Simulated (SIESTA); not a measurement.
## MoP under changes of volume

One of the cells (14.353 Å³/atom); the others are scaled copies at fixed shape and fractional positions:

```
CELL_PARAMETERS angstrom
3.22300 0.00000 0.00000
-1.61150 2.79120 0.00000
0.00000 0.00000 3.19100
ATOMIC_POSITIONS crystal
Mo 0.00000 0.00000 0.00000
P 0.33333 0.66667 0.50000
```

| Item | Value |
| --- | --- |
| Program | SIESTA 5.4.2 |
| Functional | LDA |
| Potentials or basis | PseudoDojo 0.4 standard (LDA files) |
| Basis | DZP (energy shift 0.002 Ry) |
| Grid cutoff | 800 Ry |
| Energy shift | 0.002 Ry |
| k mesh | 10 × 10 × 8 |
| Occupations | fermi-dirac, width 0.05 eV |
| Spin | no spin polarisation |

| volume (Å³/atom) | energy over the lowest point (meV/atom) | pressure (GPa) |
| --- | --- | --- |
| 13.492 | 17.08 | 10.6 |
| 13.779 | 3.53 | 4.7 |
| 14.066 | 0.00 | -0.6 |
| 14.353 | 5.45 | -5.3 |
| 14.640 | ? | ? |
| 14.927 | 39.53 | -13.3 |
| 15.214 | 66.52 | -16.7 |

Problem. What does the run at 14.640 Å³/atom give?

Solution. Energy over the lowest point 18.92 meV/atom; pressure -9.6 GPa.

Worked out: A Birch-Murnaghan fit of order 3 (a polynomial in V^(-2/3)) to the other rows has its minimum at 14.03 Å³/atom with B0 = V·E''(V) = 248 GPa and B' = 4.5 at fixed shape and positions, which overstates the stiffness. It gives 18.91 meV/atom at 14.640 Å³/atom, against the run's 18.92, and -dE/dV = -9.6 GPa, against -9.6.

Energies are extrapolated to zero smearing.

Caveats: semicore shells carry a single zeta, which can move pressures by several GPa and volumes by a few percent; the basis of atomic orbitals isn't converged, which shifts pressures, moduli and gaps.
